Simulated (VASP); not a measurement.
VASP inputs for SnTe (rocksalt)

INCAR

```
EDIFFG = -5E-3
LCHARG = .FALSE.
NELM = 120
GGA = PE
SIGMA = 0.02
LWAVE = .FALSE.
ENCUT = 600
EDIFF = 1E-7
LASPH = .TRUE.
LREAL = .FALSE.
PREC = Accurate
IBRION = 2
ISIF = 3
NSW = 40
NBANDS = 17
ISMEAR = -1
```

KPOINTS

```
KPOINTS created by Atomic Simulation Environment
0
Gamma
6 6 6
0 0 0
```

POSCAR

```
Sn Te
 1.0000000000000000
     0.0000000000000000    2.9504180000000000    2.9504180000000000
     2.9504180000000000    0.0000000000000000    2.9504180000000000
     2.9504180000000000    2.9504180000000000    0.0000000000000000
 Sn  Te
   1   1
Cartesian
  0.0000000000000000  0.0000000000000000  0.0000000000000000
  2.9504180000000000  2.9504180000000000  2.9504180000000000
```

VASP ran with the recommended PBE PAW datasets (20 valence electrons in the cell).

**Question.** Predict the results.

**Answer.** relaxed cell vector lengths 4.534, 4.534, 4.534 Å; relaxed cell volume 65.88 Å³.
